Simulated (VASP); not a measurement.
# La (P6_3/mmc) in VASP: further runs

One crystal, La, is run at these levels: LDA; tasks: single point.

Program: VASP 6.6.1. These are calculated values, not measurements. Logs are shortened: lines on timing, memory, paths and dates and some standing lists are left out, and cuts for length are marked.

## Step 1: Starting point

Symmetry: P6_3/mmc, No. 194, hexagonal system. The conventional cell has a = 3.750 Å, b = 3.750 Å, c = 6.070 Å, α = 90.00°, β = 90.00°, γ = 120.00°. La (site symmetry -6m2) is surrounded by 12 La at 3.73 to 3.75 Å.

This isn't the form of La at room conditions, which is double hcp.

## Step 2: Single point, LDA

INCAR

```
SYSTEM = La
PREC = Accurate ; ENCUT = 400
EDIFF = 0.001 ; ISMEAR = -1
SIGMA = 0.1 ; LREAL = .FALSE.
LASPH = .TRUE. ; NELM = 100
ALGO = Normal ; ISIF = 2
LWAVE = .FALSE. ; LCHARG = .FALSE.
GGA = CA ; ADDGRID = .FALSE.
```

KPOINTS

```
Automatic mesh
0
G
  13 13 7
  0 0 0
```

POSCAR

```
La
1.0
    3.7500000000      0.0000000000      0.0000000000
   -1.8750000000      3.2475952642      0.0000000000
    0.0000000000      0.0000000000      6.0700000000
La
2
Direct
    0.6666666667      0.3333333333      0.7500000000
    0.3333333333      0.6666666667      0.2500000000
```

Potentials or basis: VASP PAW LDA potentials, release 64 (La).

Run with:

```sh
$ cat potpaw_LDA.64/La/POTCAR > POTCAR
$ mpirun -np 1 vasp_std > vasp.out
```

OUTCAR:

```text
SYSTEM = La
   PREC = Accurate
   ENCUT = 400
   EDIFF = 0.001
   ISMEAR = -1
   LREAL = .FALSE.
   LASPH = .TRUE.
   NELM = 100
   ISIF = 2
   GGA = CA

 Found     84 irreducible k-points:

 Following reciprocal coordinates:
            Coordinates               Weight
  0.000000  0.000000  0.000000      1.000000
  0.076923 -0.000000  0.000000      6.000000
  0.153846 -0.000000  0.000000      6.000000
  0.230769 -0.000000  0.000000      6.000000
  0.307692 -0.000000  0.000000      6.000000
  0.384615 -0.000000  0.000000      6.000000
   k-points           NKPTS =     84   k-points in BZ     NKDIM =     84   number of bands    NBANDS=     15
   number of dos      NEDOS =    301   number of ions     NIONS =      2
   total plane-waves  NPLWV =  23040
   dimension x,y,z NGX =    24 NGY =   24 NGZ =   40
   dimension x,y,z NGXF=    48 NGYF=   48 NGZF=   80
   ions per type =               2
   NGX,Y,Z   is equivalent  to a cutoff of  10.64, 10.64, 10.96 a.u.
   NGXF,Y,Z  is equivalent  to a cutoff of  21.28, 21.28, 21.91 a.u.
 SYSTEM =  La
   PREC   = accura    normal or accurate (medium, high low for compatibility)
   ISTART =      0    job   : 0-new  1-cont  2-samecut
   ICHARG =      2    charge: 1-file 2-atom 10-const
   ISPIN  =      1    spin polarized calculation?
   LNONCOLLINEAR =      F non collinear calculations
   LSORBIT =      F    spin-orbit coupling
   LASPH  =      T    aspherical Exc in radial PAW
   ENCUT  =  400.0 eV  29.40 Ry    5.42 a.u.   6.12  6.12  9.90*2*pi/ulx,y,z
   NELM   =    100;   NELMIN=  2; NELMDL= -5     # of ELM steps
   EDIFF  = 0.1E-02   stopping-criterion for ELM
   LREAL  =      F    real-space projection
   EDIFFG = 0.1E-01   stopping-criterion for IOM
   NSW    =      0    number of steps for IOM
   IBRION =     -1    ionic relax: 0-MD 1-quasi-New 2-CG
   NFREE  =      0    steps in history (QN), initial steepest desc. (CG)
   ISIF   =      2    stress and relaxation
   ISYM   =      2    0-nonsym 1-usesym 2-fastsym
   POTIM  = 0.5000    time-step for ionic-motion
   TEBEG  =    0.0;   TEEND  =   0.0 temperature during run
   PSTRESS=    0.0 pullay stress
   NELECT =      22.0000    total number of electrons
   NUPDOWN=      -1.0000    fix difference up-down
   EMIN   =  10.00;   EMAX   =-10.00  energy-range for DOS
   EFERMI =   0.00;   METHOD = LEGACY
   ISMEAR =    -1;   SIGMA  =   0.10  broadening in eV -4-tet -1-fermi 0-gaus
   EFERMI_NEDOS =   21; number of points for ismear=-14 and -15
   IALGO  =     38    algorithm
   IMIX   =      4    mixing-type and parameters
     AMIX     =   0.40;   BMIX     =  1.00
     AMIX_MAG =   1.60;   BMIX_MAG =  1.00
  volume/ion in A,a.u.               =      36.96       249.43
  Fermi-wavevector in a.u.,A,eV,Ry     =   1.093004  2.065478 16.254307  1.194658
  Thomas-Fermi vector in A             =   2.229281
   LORBIT       =      0    0 simple, 1 ext, 2 COOP (PROOUT), +10 PAW based schemes
   GGA     = CA    functional components
   LHFCALC =     F    Hartree Fock is set to
   AEXX    =    0.0000 exact exchange contribution
   IVDW    =     0    specifies the selected vdW correction
   LEPSILON=     F    determine dielectric tensor
   LRPA    =     F    only Hartree local field effects (RPA)
 non-spin polarized calculation
  energy-cutoff  :      400.00
  volume of cell :       73.92
 maximum number of plane-waves:      1358
   NGX = 13   NGY = 13   NGZ = 19

 number of electron      22.0000001 magnetization

 Free energy of the ion-electron system (eV)
  ---------------------------------------------------
  ext. energy  EPLUGINS =         0.00000000
  ---------------------------------------------------
  free energy    TOTEN  =       -11.06024908 eV

  energy without entropy =      -10.93679090  energy(sigma->0) =      -10.99851999

 E-fermi :   7.6851     XC(G=0):  -9.7828

 val. band max:        7.6848362681   @ k =   0.3846  -0.0000   0.2857
 cond. band min:       7.6894117076   @ k =   0.1538   0.1538   0.0000
 fundamental gap:      0.0045754394
 Fermi energy:         7.6850964967

 k-point     1 :       0.0000    0.0000    0.0000
  band No.  band energies     occupation
      1     -25.0376      2.00000
      2     -24.8281      2.00000
      3      -9.4435      2.00000
      4      -8.2122      2.00000
      5      -8.2122      2.00000
      6      -8.0212      2.00000
      7      -8.0212      2.00000
      8      -7.9919      2.00000
      9       4.5051      2.00000
     10       5.9305      2.00000
     11       8.6983      0.00008
     12       8.9945      0.00000
     13       9.0189      0.00000
     14       9.0745      0.00000
     15       9.1595      0.00000

 k-point     2 :       0.0769   -0.0000    0.0000
  band No.  band energies     occupation
      1     -25.0277      2.00000
      2     -24.8234      2.00000
      3      -9.4179      2.00000
      4      -8.2795      2.00000
      5      -8.2333      2.00000
      6      -8.0905      2.00000
      7      -8.0297      2.00000
      8      -8.0024      2.00000
      9       4.6653      2.00000
     10       6.0788      2.00000
     11       8.3993      0.00158
     12       8.9661      0.00001
     13       8.9730      0.00001
     14       9.0501      0.00000
     15       9.1229      0.00000
[... 41 lines left out ...]
      3      -9.0878      2.00000
      4      -8.9734      2.00000
      5      -8.7600      2.00000
      6      -8.4381      2.00000
      7      -8.1671      2.00000
      8      -8.1358      2.00000
      9       6.1521      2.00000
     10       6.5582      1.99997
     11       7.2786      1.96624
     12       8.1931      0.01236
     13       8.7848      0.00003
     14       8.8152      0.00002
     15       9.0460      0.00000

 k-point     6 :       0.3846   -0.0000    0.0000
  band No.  band energies     occupation
      1     -24.8691      2.00000
      2     -24.7698      2.00000
      3      -9.1803      2.00000
      4      -8.9498      2.00000
      5      -8.9417      2.00000
      6      -8.4975      2.00000
      7      -8.2597      2.00000
      8      -8.1722      2.00000
      9       6.2158      2.00000
     10       6.5029      1.99999
     11       6.8302      1.99961
     12       8.5600      0.00032
     13       8.8374      0.00002
     14       8.9735      0.00001
     15       9.1784      0.00000

 [... further k-points ...]

------------------------ aborting loop because EDIFF is reached ----------------------------------------

  FORCE on cell =-STRESS in cart. coord.  units (eV):
  Direction    XX          YY          ZZ          XY          YZ          ZX
  --------------------------------------------------------------------------------------
  -------------------------------------------------------------------------------------
  Total       -1.4741663     -1.4741663     -1.4416835      0.0000000      0.0000000     -0.0000000
  in kB      -31.9503195    -31.9503195    -31.2463043      0.0000000      0.0000000     -0.0000000
  external PRESSURE =     -31.7156478 kB  Pullay stress =       0.0000000 kB

 VOLUME and BASIS-vectors are now :
 -----------------------------------------------------------------------------
  energy-cutoff  :      400.00
  volume of cell :       73.92
      direct lattice vectors                 reciprocal lattice vectors
     3.750000000  0.000000000  0.000000000     0.266666667  0.153960072  0.000000000
    -1.875000000  3.247595264  0.000000000     0.000000000  0.307920144  0.000000000
     0.000000000  0.000000000  6.070000000     0.000000000  0.000000000  0.164744646

 POSITION                                       TOTAL-FORCE (eV/Angst)
 -----------------------------------------------------------------------------------
      1.87500      1.08253      4.55250        -0.000000     -0.000000      0.000000
     -0.00000      2.16506      1.51750         0.000000      0.000000      0.000000
 -----------------------------------------------------------------------------------
    total drift:                                0.000000     -0.000000      0.000000

  FREE ENERGIE OF THE ION-ELECTRON SYSTEM (eV)
  ---------------------------------------------------
  free  energy   TOTEN  =       -11.0602490831 eV

  energy  without entropy=      -10.9367908975  energy(sigma->0) =      -10.99851999
```

OSZICAR:

```text
N       E                     dE             d eps       ncg     rms          rms(c)
DAV:   1     0.228388446668E+03    0.22839E+03   -0.70213E+03  2528   0.163E+03
DAV:   2     0.233066256405E+02   -0.20508E+03   -0.20335E+03  3814   0.342E+02
DAV:   3    -0.692774151864E+01   -0.30234E+02   -0.29676E+02  4352   0.146E+02
DAV:   4    -0.107221616905E+02   -0.37944E+01   -0.37500E+01  5032   0.476E+01
DAV:   5    -0.110634228759E+02   -0.34126E+00   -0.33965E+00  4144   0.132E+01    0.324E+00
DAV:   6    -0.110773756974E+02   -0.13953E-01   -0.52164E-01  5032   0.548E+00    0.162E+00
DAV:   7    -0.110619861524E+02    0.15390E-01   -0.40626E-02  4640   0.165E+00    0.495E-01
DAV:   8    -0.110601974160E+02    0.17887E-02   -0.31621E-03  3504   0.521E-01    0.475E-02
DAV:   9    -0.110602490831E+02   -0.51667E-04   -0.51282E-04  3010   0.391E-01
   1 F= -.11060249E+02 E0= -.10998520E+02  d E =-.123458E+00
```

It took 22 s on 1 thread of AMD EPYC 9R45 (Zen 5), shared host; peak memory 0.16 GiB.

The run converged, but some of its settings lie outside the range that counts as converged, so its numbers aren't taken as properties of the crystal.

What came out:

```yaml
Free_energy: -11.0602 eV
Pressure: -3.2 GPa
Band_gap_on_the_k_mesh: none (metal or under the smearing width)
```

(Part 1 of 2 ends here.)
